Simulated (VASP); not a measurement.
# VASP 6.6.1 run: CaO

INCAR

```
SIGMA = 0.02
IBRION = -1
NBANDS = 15
LASPH = .TRUE.
ISMEAR = -1
LWAVE = .FALSE.
ENCUT = 520
ISIF = 2
NELM = 99
EDIFF = 1E-7
LCHARG = .FALSE.
GGA = PE
LREAL = .FALSE.
PREC = High
NSW = 0
```

KPOINTS

```
KPOINTS created by Atomic Simulation Environment
0
Gamma
10 10 10
0 0 0
```

POSCAR

```
Ca O
 1.0000000000000000
     0.0000000000000000    2.3975501135538488    2.3975501135538488
     2.3975501135538488    0.0000000000000000    2.3975501135538488
     2.3975501135538488    2.3975501135538488    0.0000000000000000
 Ca  O
   1   1
Cartesian
  0.0000000000000000 -0.0000000000000000 -0.0000000000000000
  2.3975501135538488  2.3975501135538488  2.3975501135538488
```

The recommended PBE PAW datasets give the neutral cell 16 valence electrons.

Command

```
mpirun -np 1 vasp_std
```

OSZICAR

```
N       E                     dE             d eps       ncg     rms          rms(c)
DAV:   1     0.125619227883E+03    0.12562E+03   -0.83590E+03  1410   0.109E+03
DAV:   2    -0.903710587294E+01   -0.13466E+03   -0.12463E+03  1774   0.291E+02
DAV:   3    -0.143676278100E+02   -0.53305E+01   -0.52931E+01  1690   0.602E+01
DAV:   4    -0.145089913743E+02   -0.14136E+00   -0.14128E+00  1968   0.888E+00
DAV:   5    -0.145104377403E+02   -0.14464E-02   -0.14463E-02  1677   0.857E-01    0.857E+00
DAV:   6    -0.128729226688E+02    0.16375E+01   -0.50676E+00  1600   0.221E+01    0.357E+00
DAV:   7    -0.128011765521E+02    0.71746E-01   -0.40446E-01  1620   0.660E+00    0.180E+00
DAV:   8    -0.127986944891E+02    0.24821E-02   -0.75130E-02  1816   0.295E+00    0.422E-01
DAV:   9    -0.127971553399E+02    0.15391E-02   -0.46128E-03  1466   0.571E-01    0.109E-01
DAV:  10    -0.127978068494E+02   -0.65151E-03   -0.71956E-04  1718   0.243E-01    0.415E-02
DAV:  11    -0.127977831013E+02    0.23748E-04   -0.49621E-05  1670   0.833E-02    0.705E-03
DAV:  12    -0.127977827872E+02    0.31414E-06   -0.71304E-06  1655   0.241E-02    0.294E-03
DAV:  13    -0.127977828972E+02   -0.11004E-06   -0.23731E-07  1796   0.476E-03    0.363E-04
DAV:  14    -0.127977829123E+02   -0.15091E-07   -0.23288E-08   845   0.152E-03
   1 F= -.12797783E+02 E0= -.12797783E+02  d E =-.499608E-14
```

From OUTCAR

```
k-points           NKPTS =     47   k-points in BZ     NKDIM =     47   number of bands    NBANDS=     15

   NELECT =      16.0000    total number of electrons

   dimension x,y,z NGX =    28 NGY =   28 NGZ =   28
   dimension x,y,z NGXF=    36 NGYF=   36 NGZF=   36

  energy-cutoff  :      520.00
  volume of cell :       27.56
      direct lattice vectors                 reciprocal lattice vectors
     0.000000000  2.397550114  2.397550114    -0.208546214  0.208546214  0.208546214
     2.397550114  0.000000000  2.397550114     0.208546214 -0.208546214  0.208546214
     2.397550114  2.397550114  0.000000000     0.208546214  0.208546214 -0.208546214

 k-points in reciprocal lattice and weights: KPOINTS created by Atomic Simulation Env
   0.00000000  0.00000000  0.00000000       0.001
   0.10000000  0.00000000  0.00000000       0.008
   0.20000000  0.00000000  0.00000000       0.008
   0.30000000  0.00000000  0.00000000       0.008
   0.40000000  0.00000000  0.00000000       0.008
   0.50000000  0.00000000  0.00000000       0.004
   0.10000000  0.10000000  0.00000000       0.006
   0.20000000  0.10000000  0.00000000       0.024
   ...

 E-fermi :   2.9362

 k-point     1 :       0.0000    0.0000    0.0000
  band No.  band energies     occupation
      1     -35.2177      2.00000
      2     -15.9765      2.00000
      3     -15.9765      2.00000
      4     -15.9765      2.00000
      5     -13.1562      2.00000
      6       2.3897      2.00000
      7       2.3897      2.00000
      8       2.3897      2.00000
      9       7.1607      0.00000
     10       8.6329      0.00000
     11       8.6329      0.00000
     12       8.6329      0.00000
     13      10.1490      0.00000
     14      10.1490      0.00000
     15      17.5065      0.00000

 k-point     2 :       0.1000    0.0000    0.0000
  band No.  band energies     occupation
      1     -35.2077      2.00000
      2     -16.1229      2.00000
      3     -15.9818      2.00000
      4     -15.9818      2.00000
      5     -13.0033      2.00000
      6       2.0277      2.00000
      7       2.2487      2.00000
      8       2.2487      2.00000
      9       7.6191      0.00000
     10       8.6001      0.00000
     11       8.8055      0.00000
     12       8.8055      0.00000
     13      10.3921      0.00000
     14      10.3921      0.00000
     15      17.9090      0.00000

 k-point     3 :       0.2000    0.0000    0.0000
  band No.  band energies     occupation
      1     -35.1813      2.00000
      2     -16.4529      2.00000
      3     -15.9956      2.00000
      4     -15.9956      2.00000
      5     -12.6549      2.00000
      6       1.2529      2.00000
      7       1.9107      2.00000
      8       1.9107      2.00000
      9       8.5266      0.00000
     10       8.7671      0.00000
     11       9.2821      0.00000
     12       9.2821      0.00000
     13      11.0220      0.00000
     14      11.0220      0.00000
     15      18.4973      0.00000

 ...

  Total        0.5306193      0.5306193      0.5306193      0.0000000      0.0000000      0.0000000
  in kB       30.8432797     30.8432797     30.8432797      0.0000000      0.0000000      0.0000000
  external PRESSURE =      30.8432797 kB  Pullay stress =       0.0000000 kB

 POSITION                                       TOTAL-FORCE (eV/Angst)
 -----------------------------------------------------------------------------------
      0.00000      0.00000      0.00000         0.000000      0.000000      0.000000
      2.39755      2.39755      2.39755         0.000000      0.000000      0.000000
 -----------------------------------------------------------------------------------
    total drift:                               -0.000000      0.000000     -0.000000

  FREE ENERGIE OF THE ION-ELECTRON SYSTEM (eV)
  ---------------------------------------------------
  free  energy   TOTEN  =       -12.7977829123 eV

  energy  without entropy=      -12.7977829123  energy(sigma->0) =      -12.79778291
```

It converged. Results: gap between bands v and c on the k mesh 3.63 eV; least direct gap on the k mesh 4.01 eV; pressure 3.1 GPa. Band v is the last that the valence electrons fill when counted band by band, and c is the next.

For comparison, a separate PBE run of the intended cell, on usual settings and not on those above, gives a gap of 3.63 eV on its mesh and a pressure of 3.1 GPa.

The run above took about 14 s on one core of a shared host (Intel Xeon Platinum 8488C) and held 0.13 GiB at most.
